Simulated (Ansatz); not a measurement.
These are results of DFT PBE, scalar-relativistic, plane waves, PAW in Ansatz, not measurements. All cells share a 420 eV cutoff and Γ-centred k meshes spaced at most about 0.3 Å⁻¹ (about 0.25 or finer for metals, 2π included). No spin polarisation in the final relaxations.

All energies are static (0 K, no zero-point motion).

Two relaxed structures of SiC₂:

1.

```
Si C
1.0
     2.45646    0.00000    0.00000
     0.00000    4.24240    0.00000
    -0.78672    0.00000    9.77102
Si C
2 4
Direct
  0.73821 0.00000 0.93767
  0.77901 0.50000 0.06293
  0.49570 0.16674 0.49989
  0.99568 0.66674 0.49981
  0.99568 0.33326 0.49981
  0.49570 0.83326 0.49989
```

2.

```
Si C
1.0
     2.94751    0.00000    0.00000
    -1.47376    2.55262    0.00000
     0.00000    0.00000    7.26293
Si C
2 4
Direct
  0.33333 0.66667 0.29608
  0.66667 0.33333 0.70392
  0.00000 0.00000 0.61025
  0.66667 0.33333 0.96529
  0.00000 0.00000 0.38975
  0.33333 0.66667 0.03471
```

Question: Which form is favoured at zero pressure, and by what margin per atom?

Answer: Cell 1 is lower, by 184 meV/atom. Cell 1 has space group Pm (No. 6), 17.0 Å³/atom and no gap on its mesh; cell 2 has Si and C ordered on diamond sites, space group P-3m1 (No. 164), 9.1 Å³/atom and a gap of 1.47 eV. Counting C atoms around Si (those within 1.25 times the shortest such distance or 1.15 times the sum of covalent radii; the shortest distance is added where it is long for a bond), cell 1 has Si 14 from 4.3 Å and cell 2 has Si 4. Cell 1 holds Si–Si nets (shortest 2.45 Å) and C–C nets (shortest 1.41 Å); cell 2 holds C–C pairs (shortest 1.60 Å). Even the lower one lies +0.26 eV/atom against the reference forms of the elements (uncorrected), so neither is stable at this level. In cell 1, Si on its first site has 4 Si at 2.45–2.46 Å; Si on its second site is surrounded by 4 Si at 2.45–2.46 Å; around C on its first site lie 3 C at 1.41–1.42 Å; 1 more site not described. In cell 2, around Si lie 4 C at 1.83–1.90 Å; around C on its first site lie 1 C at 1.60 Å and 3 Si at 1.83 Å; C on its second site has 3 C at 1.77 Å and 1 Si at 1.90 Å. Both come from invented guesses.

Weakly bound directions are ill-defined at this level, which has no dispersion term (Pm), and this can change margins and order among such cells. Kohn–Sham gaps at this level usually fall short of measured ones. Cells relaxed within their symmetry can be saddle points.

Cell 1 is less a carbide than a stack of separated elements: graphene-like carbon sheets alternate with thin silicon nets, with no Si–C bonds between them. Its advantage of 184 meV/atom probably reflects the strong σ and delocalised π bonding of sp² carbon, which survives almost unstrained. Most of its +0.26 eV/atom then likely comes from the silicon, whose four neighbours in a thin net are far from the tetrahedral arrangement sp³ bonding prefers.

Cell 2 does form Si–C bonds, but its carbon and Si–C layers must share one in-plane lattice. The size mismatch stretches the C–C contacts to 1.77 Å, well beyond a normal single bond, while some Si–C bonds shorten to 1.83 Å. This strain plausibly outweighs the gain from polar Si–C bonding.

The order applies to zero pressure only; at 9.1 against 17.0 Å³/atom, compression should favour cell 2. Silicon carbide plus carbon, the natural competitor at this composition, is not among the references.
